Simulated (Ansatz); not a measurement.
# Pressure against volume: Tl

```cif
data_structure
_symmetry_space_group_name_H-M 'Pm-3m'
_symmetry_Int_Tables_number 221
_cell_length_a 3.2510
_cell_length_b 3.2510
_cell_length_c 3.2510
_cell_angle_alpha 90.000
_cell_angle_beta 90.000
_cell_angle_gamma 90.000
_cell_volume 34.36
loop_
_atom_site_label
_atom_site_type_symbol
_atom_site_symmetry_multiplicity
_atom_site_Wyckoff_symbol
_atom_site_fract_x
_atom_site_fract_y
_atom_site_fract_z
_atom_site_occupancy
Tl1 Tl 1 a 0.00000 0.00000 0.00000 1
```

The runs use the primitive cell with vectors (3.251, 0.000, 0.000), (0.000, 3.251, 0.000), (0.000, 0.000, 3.251) Å, to which the k mesh refers.

Symmetry: Pm-3m, No. 221, cubic system. Conventional cell: a = 3.251 Å, b = 3.251 Å, c = 3.251 Å, α = 90.00°, β = 90.00°, γ = 90.00°. Tl (site symmetry m-3m) is surrounded by 6 Tl at 3.25 Å.

The cell was built from the sc type and relaxed in the same program, and has space group Pm-3m; it needn't be a known or the stable phase.

Spin–orbit coupling is left out, though it moves levels of the heavy atoms by tenths of an eV or more.

All numbers are computed: DFT, PBE, all-electron LAPW, scalar-relativistic (Ansatz 0.2.0); DFT, PBE, PAW with Ansatz's default frozen-core files, scalar-relativistic (Ansatz 0.2.0).

For LAPW: a Γ-centred 13×13×13 k mesh, Fermi–Dirac smearing of 0.08 eV, basis error target 0.25 meV/atom, no spin polarisation. PAW takes a cutoff of 420 eV at this cell. The Ansatz runs share mesh, smearing and spin set-up. Plane-wave (PAW) pressures include the program's estimate of the Pulay term.

The cell above is scaled evenly, with fractional coordinates and shape held.

```csv
V/V(cell),V (Å³/atom),"P, LAPW (GPa)","P, PAW (GPa)"
0.9405,32.316,?,?
0.9800,33.673,0.48,0.48
1.0000,34.360,0.02,0.01
1.0200,35.047,-0.40,-0.40
1.0600,36.422,-1.08,-1.08
```

(1) Fill in the row V/V(cell) = 0.9405.

(2) What do Birch–Murnaghan fits to the pressures give?

Answers

(1) P, LAPW (GPa) = 1.60, P, PAW (GPa) = 1.60.

(2) LAPW: V0 = 34.39 Å³/atom, B0 = 22 GPa, B0′ = 5.3; PAW: V0 = 34.38 Å³/atom, B0 = 22 GPa, B0′ = 5.3.
